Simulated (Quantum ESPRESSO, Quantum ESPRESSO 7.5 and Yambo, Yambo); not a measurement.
## BeTe (F-43m): G0W0 on several meshes in Yambo

Aim: the GW shift of BeTe (F-43m) against the k mesh.

Method: PBE and many-body steps on it, plane waves, in Quantum ESPRESSO 7.5 and Yambo 5.3.0.

Most raw output is cut from this account.

The database entry behind the starting cell differs from later determinations by our own check (an axis about 1.5 % short against later determinations), so it need not match the best structure at ambient conditions.

### Step 1. Starting point

Symmetry: F-43m, No. 216, cubic system. Conventional cell: a = 5.540 Å, b = 5.540 Å, c = 5.540 Å, α = 90.00°, β = 90.00°, γ = 90.00°. Nearest to Be lie 4 Te at 2.40 Å. Te has 4 Be at 2.40 Å nearest. Farther neighbours and most contacts between anions are not listed.

The cell and positions come from the Crystallography Open Database and are kept as given unless a step says otherwise. Spin-orbit coupling is left out unless a step names it.

### Step 2. Empty states on the mesh, 4×4×4 mesh, 515 bands

This step: Quantum ESPRESSO 7.5; DFT, PBE, plane waves, norm-conserving pseudopotentials.

The sums over transitions need many empty states on a uniform mesh; this step solves for them.

The input, pw.in:

```
&control
  calculation = 'nscf'
  prefix = 'x'
  outdir = 'o'
  pseudo_dir = 'pseudo'
/
&system
  ibrav = 0
  nat = 2
  ntyp = 2
  ecutwfc = 88.0
  nbnd = 515
  force_symmorphic = .true.
/
&electrons
  conv_thr = 1e-9
  electron_maxstep = 80
  diago_full_acc = .true.
  diago_thr_init = 5e-6
/
ATOMIC_SPECIES
  Be 9.012 Be.upf
  Te 127.6 Te.upf
CELL_PARAMETERS angstrom
  0.0000000000 2.7700000000 2.7700000000
  2.7700000000 0.0000000000 2.7700000000
  2.7700000000 2.7700000000 -0.0000000000
ATOMIC_POSITIONS crystal
  Be 0.0000000000 0.0000000000 0.0000000000
  Te 0.2500000000 0.2500000000 0.2500000000
K_POINTS automatic
  4 4 4 0 0 0
```

Command:

```console
OMP_NUM_THREADS=1 mpirun -n 4 pw.x -nk 4 -in pw.in > pw.out
```

It took 83 s on 4 MPI ranks of Arm Neoverse V1, shared host; peak memory 1 GiB; 5.6 min of CPU time.

Numbers from this step:

* gap: 1.863 eV
* k of the valence top: 0, 0, 0
* k of the conduction bottom: 0, -0.5, -0.5
* least direct gap: 3.591 eV
* k points computed: 8
* lowest point of the top converged band, above the valence top: 279.3352 eV

On this mesh the gap is 1.863 eV.

The density comes from a self-consistent run that is not shown.

### Step 3. Conversion and set-up

This step: Yambo 5.3.0; conversion and set-up on PBE, plane waves, norm-conserving pseudopotentials.

The states are converted to the many-body program's format and the q mesh is built.

Command:

```console
(cd o/x.save; p2y > p2y.log; mv SAVE ../..); yambo > setup.log
```

Run time: 2.7 s. Hardware: 1 MPI rank; peak memory 0.25 GiB.

### Step 4. 4×4×4

Now the one-shot GW correction: screening in the RPA, then the self-energy of the levels asked for.

This step: G0W0 on PBE, plane waves, norm-conserving pseudopotentials.

The input, gw2.in:

```
HF_and_locXC
gw0
dyson
ppa
em1d
rim_cut
RandQpts= 1000000
RandGvec= 1 RL
EXXRLvcs= 88 Ry
VXCRLvcs= 352 Ry
Chimod= "HARTREE"
% BndsRnXp
 1 | 218 |
%
NGsBlkXp= 17 Ry
% LongDrXp
 1 | 1 | 1 |
%
% GbndRnge
 1 | 218 |
%
DysSolver= "n"
ExtendOut
PPAPntXp= 27.21138 eV
% QPkrange
 1 | 1 | 13 | 16 |
 7 | 7 | 13 | 16 |
%
```

Command:

```console
OMP_NUM_THREADS=1 mpirun -n 4 yambo -F gw2.in -J gw2 -C gw2 > gw2.log
```

It took 4.9 min on 4 MPI ranks; peak memory 1.9 GiB.

Numbers from this step:

| Property | Result |
| --- | --- |
| G0W0 gap on the points computed | 2.716 eV |
| starting gap on the mesh | 1.863 eV |
| k of the valence top | 0, 0, 0 |
| k of the conduction bottom | 0, -0.5, -0.5 |
| least direct G0W0 gap on the computed points | 4.680 eV |
| Z at the valence top | 0.8077 |
| Z at the conduction bottom | 0.8197 |

The gap on the mesh goes from 1.86 eV to 2.72 eV, a correction of +0.85 eV.

### Step 5. Empty states on the mesh, 2×2×2 mesh, 218 bands

This step: Quantum ESPRESSO 7.5; DFT, PBE, plane waves, norm-conserving pseudopotentials.

Changes to pw.in since step 2:

```diff
@@ -11,3 +11,3 @@
   ecutwfc = 88.0
-  nbnd = 515
+  nbnd = 218
   force_symmorphic = .true.
@@ -31,2 +31,2 @@
 K_POINTS automatic
-  4 4 4 0 0 0
+  2 2 2 0 0 0
```

Command:

```console
OMP_NUM_THREADS=1 mpirun -n 4 pw.x -nk 4 -in pw.in > pw.out
```

Run time: 11 s. Hardware: 4 MPI ranks; peak memory 0.42 GiB.

This step gave:

| Item | Value |
| --- | --- |
| gap | 1.863 eV |
| k of the valence top | 0, 0, 0 |
| k of the conduction bottom | 0, -0.5, -0.5 |
| least direct gap | 3.591 eV |
| k points computed | 3 |
| lowest point of the top converged band, above the valence top | 151.9132 eV |

On this mesh the gap is 1.863 eV.

### Step 6. Conversion and set-up

This step: Yambo 5.3.0; conversion and set-up on PBE, plane waves, norm-conserving pseudopotentials.

Command:

```console
(cd o/x.save; p2y > p2y.log; mv SAVE ../..); yambo > setup.log
```

Elapsed: 2.4 s, on 1 MPI rank; peak memory 0.25 GiB.

### Step 7. 2×2×2

This step: G0W0 on PBE, plane waves, norm-conserving pseudopotentials.

gw11.in, as its differences from gw2.in of step 4:

```diff
@@ -26,3 +26,3 @@
  1 | 1 | 13 | 16 |
- 7 | 7 | 13 | 16 |
+ 3 | 3 | 13 | 16 |
 %
```

Command:

```console
OMP_NUM_THREADS=1 mpirun -n 4 yambo -F gw11.in -J gw11 -C gw11 > gw11.log
```

Elapsed: 26 s, on 4 MPI ranks; peak memory 1.4 GiB.

Numbers from this step:

| Property | Result |
| --- | --- |
| G0W0 gap on the points computed | 2.590 eV |
| starting gap on the mesh | 1.863 eV |
| k of the valence top | 0, 0, 0 |
| k of the conduction bottom | 0, -0.5, -0.5 |
| least direct G0W0 gap on the computed points | 4.639 eV |
| Z at the valence top | 0.8123 |
| Z at the conduction bottom | 0.8258 |

Against G0W0 in Yambo (4×4×4 mesh, 218 bands, screening to 231.3 eV, Godby-Needs plasmon pole), the gap moves by −0.126 eV.

### Step 8. Empty states on the mesh, 6×6×6 mesh, 218 bands

This step: Quantum ESPRESSO 7.5; DFT, PBE, plane waves, norm-conserving pseudopotentials.

Changes to pw.in since step 5:

```diff
@@ -31,2 +31,2 @@
 K_POINTS automatic
-  2 2 2 0 0 0
+  6 6 6 0 0 0
```

Command:

```console
OMP_NUM_THREADS=1 mpirun -n 4 pw.x -nk 4 -in pw.in > pw.out
```

The job ended after 42 s (4 MPI ranks; peak memory 0.5 GiB; 2.8 min of CPU time).

Numbers from this step:

```
gap                                                           : 1.863 eV
k of the valence top                                          : 0, 0, 0
k of the conduction bottom                                    : 0, -0.5, -0.5
least direct gap                                              : 3.591 eV
k points computed                                             : 16
lowest point of the top converged band, above the valence top : 150.8259 eV
```

On this mesh the gap is 1.863 eV.

### Step 9. Conversion and set-up

This step: Yambo 5.3.0; conversion and set-up on PBE, plane waves, norm-conserving pseudopotentials.

Command:

```console
(cd o/x.save; p2y > p2y.log; mv SAVE ../..); yambo > setup.log
```

Run time: 2.9 s. Hardware: 1 MPI rank; peak memory 0.25 GiB.

### Step 10. 6×6×6

This step: G0W0 on PBE, plane waves, norm-conserving pseudopotentials.

gw12.in, as its differences from gw11.in of step 7:

```diff
@@ -26,3 +26,3 @@
  1 | 1 | 13 | 16 |
- 3 | 3 | 13 | 16 |
+ 13 | 13 | 13 | 16 |
 %
```

Command:

```console
OMP_NUM_THREADS=1 mpirun -n 4 yambo -F gw12.in -J gw12 -C gw12 > gw12.log
```

It took 27 min on 4 MPI ranks; peak memory 2.6 GiB.

This step gave:

| Item | Value |
| --- | --- |
| G0W0 gap on the points computed | 2.729 eV |
| starting gap on the mesh | 1.863 eV |
| k of the valence top | 0, 0, 0 |
| k of the conduction bottom | 0, -0.5, -0.5 |
| least direct G0W0 gap on the computed points | 4.685 eV |

Against G0W0 in Yambo (4×4×4 mesh, 218 bands, screening to 231.3 eV, Godby-Needs plasmon pole), the gap moves by +0.013 eV.

### Step 11. Side by side

Times are wall times on 4 MPI ranks of Arm Neoverse V1, shared host, good to a factor of about two.

```tsv
run	mesh	bands	screening cutoff (eV)	DFT gap (eV)	gap on the mesh (eV)	direct (eV)	time
4×4×4	4×4×4	218	231.3	1.863	2.716	4.680	4.9 min
2×2×2	2×2×2	218	231.3	1.863	2.590	4.639	26 s
6×6×6	6×6×6	218	231.3	1.863	2.729	4.685	27 min
```

### Step 12. Summary of results

| Item | Value |
| --- | --- |
| 4×4×4 | 2.716 eV |
| 2×2×2 | 2.590 eV |
| 6×6×6 | 2.729 eV |
| known limits | not at the basis limit; no spin-orbit coupling; coarse k mesh |

In words: 2×2×2: −0.126 eV against 4×4×4. 6×6×6: +0.013 eV against 4×4×4. Bands and cutoff are finite, so the gap is not at the basis limit. The miss can reach some tenths of an eV and take either sign; the mesh is an error of its own. In the G0W0 runs levels were corrected at 2 k points alone, so a gap called «on the mesh» is the least over those, and an edge elsewhere would be missed. The 4×4×4 mesh is coarse for this cell, which bears on the long-range parts of exchange and screening. The many-body steps are scalar-relativistic: spin-orbit coupling is not in them.

[Paths, hosts, dates, memory and timing lines, banners, echoed tables and standing remarks are left out of the program output.]

[Logs are printed without paths, hosts, clocks, repeated set-up lines and the standing remarks that a program may print on its own settings, such as how far it seeks lower states.]

[Runs of the session that timed out or met a known fault of the program may be left out.]

[Hosts, paths, dates, database ids (printed as entryN), source tags and the programs' standing remarks are cut or masked in the printed files.]
